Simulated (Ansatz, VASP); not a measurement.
## TaN: VASP beside Ansatz

The input INCAR:

```
ALGO = Normal
EDIFF = 1E-6
ENCUT = 520
GGA = PS
ISIF = 2
ISMEAR = 0
ISPIN = 2
LASPH = T
LCHARG = F
LDAU = T
LDAUJ = 0 0
LDAUL = 2 -1
LDAUPRINT = 1
LDAUTYPE = 2
LDAUU = 4 0
LMAXMIX = 4
LORBIT = 11
LREAL = F
LWAVE = F
MAGMOM = 0 0 0 0
NBANDS = 28
NELM = 150
PREC = Accurate
SIGMA = 0.05
```

KPOINTS

```
k-points
0
Gamma
  7 7 4
```

POSCAR

```
TaN
1.0
    3.0480018400      0.0000000000      0.0000000000
   -1.5240009200      2.6396470300      0.0000000000
    0.0000000000      0.0000000000      4.9179997800
Ta N
2 2
Direct
    0.0000000000      0.0000000000      0.0000000000
    0.0000000000      0.0000000000      0.5000000000
    0.3333333333      0.6666666667      0.2500000000
    0.6666666667      0.3333333333      0.7500000000
```

Input for Ansatz:

```yaml
crystal:
  lattice:
    - [3.04800184, 0.0, 0.0]
    - [-1.52400092, 2.63964703, 0.0]
    - [0.0, 0.0, 4.91799978]
  atoms:
    - { symbol: Ta, position: [0.0, 0.0, 0.0], spin: 2.0 }
    - { symbol: Ta, position: [0.0, 0.0, 0.5], spin: 2.0 }
    - { symbol: "N", position: [0.3333333333, 0.6666666667, 0.25] }
    - { symbol: "N", position: [0.6666666667, 0.3333333333, 0.75] }
basis:
  ecutwfc: 420
  ecutrho_ratio: 4
kpoints:
  mp_grid: { grid: [7, 7, 4] }
hamiltonian:
  xc: pbesol
  hubbard:
    sites:
      - { site: 0, l: d, u_eff: 4.0, starting_ns: [{ spin: up, occupation_matrix: s0up }, { spin: down, occupation_matrix: s0down }] }
      - { site: 1, l: d, u_eff: 4.0, starting_ns: [{ spin: up, occupation_matrix: s1up }, { spin: down, occupation_matrix: s1down }] }
    occupation_matrices:
      s0up:
        matrix:
          - [0.50246, -0.08212, 0.35588, -0.12285, 0.27764]
          - [-0.08212, 0.03615, -0.06033, -0.0207, -0.06534]
          - [0.35588, -0.06033, 0.28253, -0.09525, 0.20278]
          - [-0.12285, -0.0207, -0.09525, 0.84857, 0.27572]
          - [0.27764, -0.06534, 0.20278, 0.27572, 0.33029]
      s0down:
        matrix:
          - [0.02, 0.0, 0.0, 0.0, 0.0]
          - [0.0, 0.02, 0.0, 0.0, 0.0]
          - [0.0, 0.0, 0.02, 0.0, 0.0]
          - [0.0, 0.0, 0.0, 0.02, 0.0]
          - [0.0, 0.0, 0.0, 0.0, 0.02]
      s1up:
        matrix:
          - [0.50246, -0.08212, 0.35588, -0.12285, 0.27764]
          - [-0.08212, 0.03615, -0.06033, -0.0207, -0.06534]
          - [0.35588, -0.06033, 0.28253, -0.09525, 0.20278]
          - [-0.12285, -0.0207, -0.09525, 0.84857, 0.27572]
          - [0.27764, -0.06534, 0.20278, 0.27572, 0.33029]
      s1down:
        matrix:
          - [0.02, 0.0, 0.0, 0.0, 0.0]
          - [0.0, 0.02, 0.0, 0.0, 0.0]
          - [0.0, 0.0, 0.02, 0.0, 0.0]
          - [0.0, 0.0, 0.0, 0.02, 0.0]
          - [0.0, 0.0, 0.0, 0.0, 0.02]
    ns_hold: { iters: 5 }
scf:
  occupations: { method: gaussian, width: 0.05 }
  lower_state_search: "off"
  max_iter: 150
output:
  forces: true
  stress: true
  eigenvalues: true
  populations: true
  hubbard: { sites: [{ site: 0, l: d }, { site: 1, l: d }] }
  write_density: true
  write_potential: true
  elf: true
  volumetric_format: npy
magnetization:
  spin_polarized: true
```

Alike in both runs: task single point; functional PBEsol; k mesh 7 × 7 × 4; occupations gaussian, width 0.05 eV; collinear spin; Hubbard terms Ta d U = 4.0 eV.

|  | VASP | Ansatz |
| --- | --- | --- |
| version | VASP 6.6.1 | Ansatz 0.2.0 |
| potentials or method | VASP PAW PBE potentials, release 64 (Ta_pv, N) | scalar-relativistic, plane waves, PAW |
| plane-wave cutoff (eV) | 520 | 420 |
| valence electrons in the cell | 32 | 36 |

```csv
,VASP,Ansatz,Ansatz less VASP
gap on the k mesh at the Fermi level (eV),none,none,-
net moment per atom (μB),0.00,0.00,0.000
```

The programs project onto different local orbitals, so the same U acts differently. A gap of «none» marks a metal or a gap that the smearing closes. The two sets of potentials don't hold the same shells in valence. Ansatz warned: «filled_band_counts_differ_across_k_points».

 Spin-orbit coupling is left out, which matters for the levels of Ta. The state reached can hang on the start; a lower one may exist.
